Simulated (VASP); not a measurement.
# Be (P6/mmm) in VASP: a series of runs, part 2 of 2

VASP 6.6.1. The steps go on from the part before.

## Step 3: Relaxation of cell and atoms, PBE (random cell by space group and Wyckoff sites (Immm, No. 71))

Contents of INCAR:

```
SYSTEM = Be
  ALGO = Fast
  EDIFF = 1E-6
  EDIFFG = -0.01
  ENCUT = 600
  GGA = PE
  IBRION = 2
  ISIF = 3
  ISMEAR = 0
  LASPH = .TRUE.
  LCHARG = .FALSE.
  LREAL = .FALSE.
  LWAVE = .FALSE.
  NELM = 100
  NSW = 100
  PREC = Accurate
  SIGMA = 0.1
```

Contents of KPOINTS:

```
k-points
0
G
  30 30 22
  0 0 0
```

Contents of POSCAR:

```
Be
1.0
    2.1439428974      0.0000000000      0.0000000000
   -1.0719714487      1.8567090134      0.0000000000
    0.0000000000      0.0000000000      2.4252812231
Be
1
Direct
    0.0000000000      0.0000000000      0.5000000000
```

Potentials or basis: VASP PAW PBE potentials, release 64 (Be).

Run with:

```sh
$ cat potpaw_PBE.64/Be/POTCAR > POTCAR
$ mpirun -np 1 vasp_std > vasp.out
```

OUTCAR:

```text
SYSTEM = Be
   EDIFF = 1E-6
   EDIFFG = -0.01
   ENCUT = 600
   GGA = PE
   IBRION = 2
   ISIF = 3
   ISMEAR = 0
   LASPH = .TRUE.
   LREAL = .FALSE.
   NELM = 100
   NSW = 100
   PREC = Accurate

 ion  position               nearest neighbor table
   1  0.000  0.000  0.500-

  LATTYP: Found a hexagonal cell.
 ALAT       =     2.1439428974
 C/A-ratio  =     1.1312247290

  Lattice vectors:

 A1 = (   2.1439428974,   0.0000000000,   0.0000000000)
 A2 = (  -1.0719714487,   1.8567090134,   0.0000000000)
 A3 = (   0.0000000000,   0.0000000000,   2.4252812231)

Analysis of symmetry for initial positions (statically):
=====================================================================
 Subroutine PRICEL returns:
 Original cell was already a primitive cell.

 Routine SETGRP: Setting up the symmetry group for a
 hexagonal supercell.

 Subroutine GETGRP returns: Found 24 space group operations
 (whereof 24 operations were pure point group operations)
 out of a pool of 24 trial point group operations.

The static configuration has the point symmetry D_6h.

[... 169 lines left out ...]
  -------------------------------------------------------------------------------------
  Total       -0.0040362     -0.0040362      0.1020039      0.0000000     -0.0000000      0.0000000
  in kB       -0.6698264     -0.6698264     16.9281015      0.0000000     -0.0000000      0.0000000
  external PRESSURE =       5.1961496 kB  Pullay stress =       0.0000000 kB
[... 92 lines left out ...]
--------------------------------------- Ionic step        4  -------------------------------------------

 number of electron       2.0000000 magnetization

 Free energy of the ion-electron system (eV)
  ---------------------------------------------------
  ext. energy  EPLUGINS =         0.00000000
  ---------------------------------------------------
  free energy    TOTEN  =        -3.26221634 eV

  energy without entropy =       -3.26109515  energy(sigma->0) =       -3.26165575

 E-fermi :   4.5824     XC(G=0):  -9.8316

 val. band max:        4.5657912154   @ k =   0.4000   0.0667   0.5000
 cond. band min:       4.6051547792   @ k =   0.2333   0.1333   0.4545
 fundamental gap:      0.0393635638
 Fermi energy:         4.5824106337

 k-point     1 :       0.0000    0.0000    0.0000
  band No.  band energies     occupation
      1      -4.7794      2.00000
      2      13.0595      0.00000
      3      19.7758      0.00000
      4      25.1453      0.00000
      5      25.1453      0.00000
[... 177 lines left out ...]
 k-point    24 :       0.2667    0.0333    0.0000
  band No.  band energies     occupation
      1      -2.1542      2.00000
      2      13.4543      0.00000
      3      16.1143      0.00000
      4      19.9539      0.00000
      5      23.3295      0.00000

 [... further k-points ...]

------------------------ aborting loop because EDIFF is reached ----------------------------------------

  FORCE on cell =-STRESS in cart. coord.  units (eV):
  Direction    XX          YY          ZZ          XY          YZ          ZX
  --------------------------------------------------------------------------------------
  -------------------------------------------------------------------------------------
  Total       -0.0081364     -0.0081364      0.0005080      0.0000000      0.0000000     -0.0000000
  in kB       -1.3312932     -1.3312932      0.0831151      0.0000000      0.0000000     -0.0000000
  external PRESSURE =      -0.8598238 kB  Pullay stress =       0.0000000 kB
[... 16 lines left out ...]
  FREE ENERGIE OF THE ION-ELECTRON SYSTEM (eV)
  ---------------------------------------------------
  free  energy   TOTEN  =        -3.2622163406 eV

  energy  without entropy=       -3.2610951543  energy(sigma->0) =       -3.26165575

 reached required accuracy - stopping structural energy minimisation
```

Wall time 47 s (1 thread of AMD EPYC 9R45 (Zen 5), shared host); peak memory 0.15 GiB.

What came out:

```yaml
Free_energy: -3.2622 eV
Relaxed_volume: 9.79 Å³/atom
Relaxed_cell: a = 2.146 Å, b = 2.146 Å, c = 2.456 Å, α = 90.00°, β = 90.00°, γ = 120.00°
Space_group_after_relaxing_to_0.05_Å: P6/mmm (No. 191)
Energy_gained_by_relaxing: 0.6 meV/atom
Ionic_steps: 4
Pressure_after_relaxing: -0.1 GPa
Band_gap_on_the_k_mesh: none (metal or under the smearing width)
```

Stress tensor (GPa, compression positive):
```
-0.13  0.00  0.00
 0.00 -0.13  0.00
 0.00  0.00  0.01
```

The path:
```csv
step,energy change (eV),largest force (eV/Å),pressure (GPa),volume (Å³)
1,0.0000,0.0000,0.52,9.65
2,-0.0004,0.0000,0.40,9.70
3,-0.0006,0.0000,0.25,9.76
4,-0.0006,0.0000,-0.09,9.79
```

Final structure:
```cif
data_structure
_symmetry_space_group_name_H-M 'P 1'
_symmetry_Int_Tables_number 1
_cell_length_a 2.1457
_cell_length_b 2.1457
_cell_length_c 2.4558
_cell_angle_alpha 90.000
_cell_angle_beta 90.000
_cell_angle_gamma 120.000
_cell_volume 9.79
loop_
_atom_site_label
_atom_site_type_symbol
_atom_site_fract_x
_atom_site_fract_y
_atom_site_fract_z
_atom_site_occupancy
Be1 Be 0.00000 0.00000 0.50000 1
```

## Step 4: Single point, PBE (random cell by space group and Wyckoff sites (Immm, No. 71))

Contents of INCAR:

```
SYSTEM = Be
PREC = Accurate
ENCUT = 520
EDIFF = 1E-6
ISMEAR = 0
SIGMA = 0.1
LREAL = .FALSE.
LASPH = .TRUE.
NELM = 100
ALGO = Normal
ISIF = 2
LWAVE = .FALSE.
LCHARG = .FALSE.
GGA = PE
NBANDS = 9
```

Contents of KPOINTS:

```
regular mesh
0
G
  8 8 8
  0 0 0
```

Contents of POSCAR:

```
Be
1.0
   -1.4350007600      1.7880201100      1.7895414600
    1.4350007600     -1.7880201100      1.7895414600
    1.4350007600      1.7880201100     -1.7895414600
Be
2
Direct
    0.7344035800      0.2344035800      0.5000000000
    0.2655964200      0.7655964200      0.5000000000
```

Run with:

```sh
$ cat potpaw_PBE.64/Be/POTCAR > POTCAR
$ mpirun -np 1 vasp_std > vasp.out
```

Run time: 7.8 s. Hardware: 1 thread of AMD EPYC 9R45 (Zen 5), shared host; peak memory 0.11 GiB.

The run converged. Its results:

```yaml
Free_energy: -4.9616 eV
Pressure: 19.0 GPa
Largest_force: 3.080 eV/Å
Band_gap_on_the_k_mesh: none (metal or under the smearing width)
```

Forces in eV/Å, atoms in the order of the input:
```
Be   0.000  0.000  3.080
Be   0.000  0.000 -3.080
```

Stress tensor (GPa, compression positive):
```
-18.41   0.00   0.00
  0.00  -9.59   0.00
  0.00   0.00  84.91
```

Levels at points of the mesh, in eV from the Fermi level:
| k point | band 1 | band 2 | band 3 | band 4 | band 5 | band 6 | band 7 |
| --- | --- | --- | --- | --- | --- | --- | --- |
| (0.00, 0.00, 0.00) | -9.75 | 3.21 | 6.59 | 10.59 | 10.95 | 11.14 | 12.90 |
| (0.50, 0.00, 0.00) | -5.33 | -5.30 | 7.26 | 8.07 | 8.19 | 8.79 | 16.57 |
| (0.00, 0.50, 0.00) | -4.07 | -3.91 | 4.16 | 4.88 | 5.75 | 5.90 | 17.06 |
| (0.50, 0.50, 0.00) | -5.06 | -2.40 | 0.52 | 4.57 | 8.77 | 11.09 | 12.33 |
| (0.50, 0.50, 0.50) | -3.50 | -2.64 | 2.24 | 2.68 | 2.72 | 9.13 | 18.30 |

Caveat: so large a pressure means that the cell lies far from this level's equilibrium, or that cutoff or potentials fall short; forces of over 1 eV/Å show positions far from the minimum, so gaps and moduli don't describe the material at rest.

## Step 5: Overview

```csv
task,cell,k mesh,cutoff (eV),gap on the mesh (eV),pressure (GPa)
single point,"random cell by space group and Wyckoff sites (Immm, No. 71)",30 × 30 × 22,520,none,0.1
relaxation of cell and atoms,"relaxed from: random cell by space group and Wyckoff sites (Immm, No. 71)",30 × 30 × 22,600,none,-0.1
single point,"random cell by space group and Wyckoff sites (Immm, No. 71)",8 × 8 × 8,520,none,19.0
```

Alike in all rows: level PBE; potentials or basis VASP PAW PBE potentials, release 64 (Be); no spin polarisation; smearing gaussian 0.1 eV.

Caveats: so large a pressure means that the cell lies far from this level's equilibrium, or that cutoff or potentials fall short (some runs); forces of over 1 eV/Å show positions far from the minimum, so gaps and moduli don't describe the material at rest (some runs).

Absolute energies hang on the potentials; compare differences alone.
